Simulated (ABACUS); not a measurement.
Input of an ABACUS 3.10.1 run:

File INPUT:

```
INPUT_PARAMETERS
suffix              Ge
calculation         scf
basis_type          pw
pseudo_dir          ./
symmetry            1
dft_functional      GGA_X_RPBE+GGA_C_PBE
ecutwfc             79
pseudo_rcut         10
nspin               1
nbands              24
ks_solver           dav
smearing_method     fd
smearing_sigma      0.00367493
scf_thr             1e-08
scf_nmax            100
mixing_type         broyden
mixing_beta         0.7
cal_force           1
cal_stress          1
out_chg             1
kpar                4
```

File STRU:

```
ATOMIC_SPECIES
Ge 72.6300 Ge.upf

LATTICE_CONSTANT
1.8897261246

LATTICE_VECTORS
-2.5744897190 2.5744897190 1.3974126432
2.5744897190 -2.5744897190 1.3974126432
2.5744897190 2.5744897190 -1.3974126432

ATOMIC_POSITIONS
Cartesian

Ge
0.0
2
0.0000000000 0.0000000000 1.3974126432 1 1 1
2.5744897190 0.0000000000 0.6987063216 1 1 1
```

Contents of KPT:

```
K_POINTS
0
Gamma
9 9 9 0 0 0
```

Potentials or basis: PseudoDojo NC SR 0.5 PBE standard, plane waves.

The run is started by

```console
$ OMP_NUM_THREADS=1 mpirun -np 4 abacus > log
```

**Question.** What does it give for the pressure?

**Answer.** 5.4 GPa.

**Question.** Estimate the band gap on the k mesh.

**Answer.** None (metal or under the smearing width).

Stress tensor (GPa, compression positive):
```
5.38 0.00 0.00
0.00 5.38 0.00
0.00 0.00 5.58
```

Caveat: the potentials were made for another functional, which shifts forces and pressure.
